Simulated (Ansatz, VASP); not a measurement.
**NiO: VASP beside Ansatz**

```
Ni O
1.0
     0.00000    2.08590    2.08590
     2.08590    0.00000    2.08590
     2.08590    2.08590    0.00000
Ni O
1 1
Direct
  0.00000 0.00000 0.00000
  0.50000 0.50000 0.50000
```

Alike in both runs: task relaxation of cell and atoms; functional revPBE; dispersion D4; k mesh 11 × 11 × 11; occupations fermi-dirac, width 0.05 eV; collinear spin, ferromagnetic start.

|  | VASP | Ansatz |
| --- | --- | --- |
| version | VASP 6.6.1 | Ansatz 0.2.0 |
| potentials or method | VASP PAW PBE potentials, release 64 (Ni, O) | Ansatz PAW |
| plane-wave cutoff (eV) | 600 | 420 |
| valence electrons in the cell | 16 | 24 |

|  | VASP | Ansatz | Ansatz less VASP |
| --- | --- | --- | --- |
| net moment per atom (μB) | 0.90 | 0.91 | +0.016 |
| size of the moment on the site where the two differ most (μB) | 0.28 | 0.30 | +0.022 |
| relaxed volume (Å³/atom) | 9.16 | 9.19 | +0.025 |
| relaxed cell length with the largest relative difference (Å) | 2.959 | 2.962 | +0.0027 |

Site moments also hang on the region over which each program counts them. The two sets of potentials don't hold the same shells in valence.

Caveats: a cell with one magnetic atom can't hold antiferromagnetic order, which such compounds often take; the PAW data sets were made with another functional, which shifts forces and pressure a little (VASP); semilocal functionals often make such compounds metallic where correlation or magnetic order opens a gap, which also shifts bond lengths (VASP); pairwise dispersion overbinds metals, which lowers pressure and volume (VASP); the plane-wave basis is chosen anew once the cell has moved, so the energies of steps on either side of that aren't comparable (Ansatz); the pressure holds a Pulay correction of +0.7 GPa for the finite cutoff (Ansatz); the PAW data sets come from PBE, with cores solved anew for the run's functional, which leaves a small shift of forces and pressure (Ansatz). Zero-point motion and thermal expansion aren't in these numbers. With open d or f shells a metallic result of revPBE can be an artefact of self-interaction; +U or a hybrid may open a gap.
